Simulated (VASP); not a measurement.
The system is AlN.

```
Al N
1.0
     3.12859    0.00000    0.00000
    -1.56429    2.70944    0.00000
     0.00000    0.00000    5.01696
Al N
2 2
Direct
  0.66667 0.33333 0.49929
  0.33333 0.66667 0.99929
  0.66667 0.33333 0.88071
  0.33333 0.66667 0.38071
```

The cell is a database's computed one.

```yaml
Program: VASP 6.6.1
Task: relaxation of cell and atoms
Functional: LDA
Potentials_or_basis: VASP PAW LDA potentials, release 64 (Al, N)
Cutoff: 600 eV
k_mesh: 9 × 9 × 6
Occupations: gaussian, width 0.02 eV
Spin: no spin polarisation
```

At the start: pressure -7.4 GPa; volume 10.63 Å³/atom.

Q: Where does the relaxation end?

A: Over 8 steps the energy falls by 9.5 meV/atom and the volume is 10.24 Å³/atom (-3.7 %); space group P6_3mc (No. 186, to 0.05 Å).

Step by step:
```csv
step,energy change (eV),largest force (eV/Å),pressure (GPa),volume (Å³)
1,0.0000,0.0034,-7.44,42.53
2,-0.0050,0.0240,7.79,39.56
3,-0.0378,0.0107,-0.04,40.96
4,-0.0378,0.0109,0.11,40.93
5,-0.0379,0.0149,0.12,40.92
6,-0.0379,0.0169,0.12,40.92
7,-0.0379,0.0085,-0.12,40.96
8,-0.0379,0.0016,-0.02,40.95
```

Final structure:
```
Al N
1.0
     3.09119    0.00000    0.00000
    -1.54560    2.67705    0.00000
     0.00000    0.00000    4.94802
Al N
2 2
Cartesian
  1.5456 0.8923 2.4693
  0.0000 1.7847 4.9433
  1.5456 0.8923 4.3590
  0.0000 1.7847 1.8850
```
